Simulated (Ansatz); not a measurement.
# PbO (NiAs type): maximally localised Wannier functions

Where do the localised orbitals of PbO (NiAs type) sit, how far are they spread, and how do the settings change that? Plan: PBE, anion s p, 6×6×4; PBE, anion s p, 6×6×2; PBE, anion s p, 12×12×4; PBE, anion p, 6×6×4; PBE, all s p, disentangled, 6×6×4; r2SCAN, anion s p, 6×6×4; r2SCAN, anion p, 6×6×4 (level, trial orbitals, Wannier mesh).

Method: plane waves, PAW, in Ansatz 0.2.0.

4 further runs of the same task are left out: 4 that didn't finish.

## 1. Starting point

Symmetry: P6_3/mmc, No. 194, hexagonal system. Conventional cell: a = 3.566 Å, b = 3.566 Å, c = 6.470 Å, α = 90.00°, β = 90.00°, γ = 120.00°. Pb (site symmetry -3m) is surrounded by 6 O at 2.62 Å. Around O (site symmetry -6m2) lie 6 Pb at 2.62 Å.

Coordinates:

```cif
data_structure
_symmetry_space_group_name_H-M 'P 1'
_symmetry_Int_Tables_number 1
_cell_length_a 3.5665
_cell_length_b 3.5665
_cell_length_c 6.4701
_cell_angle_alpha 90.000
_cell_angle_beta 90.000
_cell_angle_gamma 120.000
_cell_volume 71.27
loop_
_atom_site_label
_atom_site_type_symbol
_atom_site_fract_x
_atom_site_fract_y
_atom_site_fract_z
_atom_site_occupancy
Pb1 Pb 0.00000 0.00000 0.00000 1
Pb2 Pb 0.00000 0.00000 0.50000 1
O1 O 0.33333 0.66667 0.25000 1
O2 O 0.66667 0.33333 0.75000 1
```

The cell was relaxed beforehand with r2SCAN; those runs aren't shown. No run includes spin-orbit coupling, which matters for Pb.

## 2. PBE, anion s p, 6×6×4

input.yaml reads:

```yaml
crystal:
  lattice:
    - [3.5664584755, 0.0, 0.0]
    - [-1.7832292377, 3.0886436413, 0.0]
    - [0.0, 0.0, 6.4701096425]
  atoms:
    - { symbol: Pb, position: [0.0, 0.0, 0.0] }
    - { symbol: Pb, position: [0.0, 0.0, 0.5] }
    - { symbol: O, position: [0.3333333333, 0.6666666667, 0.25] }
    - { symbol: O, position: [0.6666666667, 0.3333333333, 0.75] }
kpoints:
  mp_grid: { grid: [6, 6, 4] }
  band_path:
    path:
      - [[0.0, 0.0, 0.0], [0.5, 3.425126006328e-17, 0.0], [0.3333333333333, 0.3333333333333, 0.0], [0.0, 0.0, 0.0], [0.0, 0.0, 0.5], [0.5, 3.425126006328e-17, 0.5], [0.3333333333333, 0.3333333333333, 0.5], [0.0, 0.0, 0.5]]
      - [[0.5, 3.425126006328e-17, 0.5], [0.5, 3.425126006328e-17, 0.0]]
      - [[0.3333333333333, 0.3333333333333, 0.5], [0.3333333333333, 0.3333333333333, 0.0]]
    npoints: 10
hamiltonian:
  xc: pbe
scf:
  occupations: { method: fermi_dirac, width: 0.02 }
  n_extra_bands: 6
output:
  forces: false
  stress: false
  eigenvalues: true
  wannier:
    kmesh: [6, 6, 4]
    projections: [{ species: O, l: s, shell: 2 }, { species: O, l: p, shell: 2 }]
    minimise: true
    write_hr: true
    conv_tol: 1.0e-08
    max_iter: 3000
```

The run is started by

```
> ansatz run input.yaml --threads 4 --pin off --max-ram 3686MiB --backend cpu --events-out ev --progress --plain --runs-dir out
```

The runs that follow: PBE, anion s p, 6×6×2; PBE, anion s p, 12×12×4; PBE, anion p, 6×6×4; PBE, all s p, disentangled, 6×6×4; r2SCAN, anion s p, 6×6×4; r2SCAN, anion p, 6×6×4.

Before running them: what should the planned runs give, taken together? Wanted: total spread, PBE, anion s p, 6×6×4; total spread, PBE, anion s p, 6×6×2; total spread, PBE, anion s p, 12×12×4; total spread, PBE, anion p, 6×6×4; total spread, PBE, all s p, disentangled, 6×6×4; total spread, r2SCAN, anion s p, 6×6×4; total spread, r2SCAN, anion p, 6×6×4; centres of the first set.

As calculated:

| quantity | value |
| --- | --- |
| total spread, PBE, anion s p, 6×6×4 | 17.42 Å² over 8 functions |
| total spread, PBE, anion s p, 6×6×2 | 16.37 Å² over 8 functions |
| total spread, PBE, anion s p, 12×12×4 | 24.53 Å² over 8 functions |
| total spread, PBE, anion p, 6×6×4 | 12.79 Å² over 6 functions |
| total spread, PBE, all s p, disentangled, 6×6×4 | 19.15 Å² over 16 functions |
| total spread, r2SCAN, anion s p, 6×6×4 | 15.36 Å² over 8 functions |
| total spread, r2SCAN, anion p, 6×6×4 | 12.23 Å² over 6 functions |
| centres of the first set | 0.18 to 0.31 Å from the nearest atom |

With PBE, anion s p, 6×6×4 the 8 functions move off the atoms, with a mean spread of 2.18 Å²; 96 % of the total is gauge invariant. The total spread goes from 16.37 Å² on 6×6×2 to 24.53 Å² on 12×12×4: finite differences in k understate it on coarse meshes, while the largest miss of a band goes from 1.66 to 0.61 eV. On one set and mesh the functional gives 17.42 (PBE), 15.36 (r2SCAN) Å². The disentangled models miss some band by up to 0.8 eV, which may lie outside their frozen windows.
